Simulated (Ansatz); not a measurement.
**Ir in Ansatz: convergence with xc grid**

Input of the first run (xc grid 1); the others differ in this setting and in those tied to it:

The input input.yaml:

```yaml
crystal:
  lattice:
    - [0.06446927, 1.83735574, 1.75604886]
    - [1.94181314, 0.07743499, 1.74308315]
    - [2.17282487, 2.05540176, -0.15357675]
  atoms:
    - { symbol: Ir, position: [0.0, 0.0, 0.0] }
hamiltonian:
  xc: pbe
  pseudopotentials: { kind: paw, level: accurate }
kpoints:
  mp_grid: { grid: [9, 9, 8] }
scf:
  occupations: { method: fermi_dirac, width: 0.1 }
output:
  forces: true
  stress: true
  eigenvalues: true
basis:
  xc_grid: 1
```

Potentials or basis: Ansatz PAW earlier set.

Run with:

```console
$ ansatz run input.yaml --threads 2 --pin off --max-ram 5632MiB --backend cpu --events-out ev --progress --plain --runs-dir out
```

This isn't the form of Ir at room conditions, which is fcc.

Hardware: 2 threads of Arm Neoverse V1 (shared host).

```csv
xc grid,"energy less the tightest run, at zero smearing (meV/atom)",SCF cycles,CPU time (s),peak memory (GiB)
1,0.00,8,16,0.41
2,0.00,8,16,0.41
3,0.00,8,16,0.43
4,0.00,8,16,0.45
5,0.00,8,19,0.49
```

Against the tightest run, the energy stays within 1 meV/atom from 1 on. The tightest run that finished is the yardstick and may itself not be fully converged.

 Spin-orbit coupling is left out, which matters for the levels of Ir.
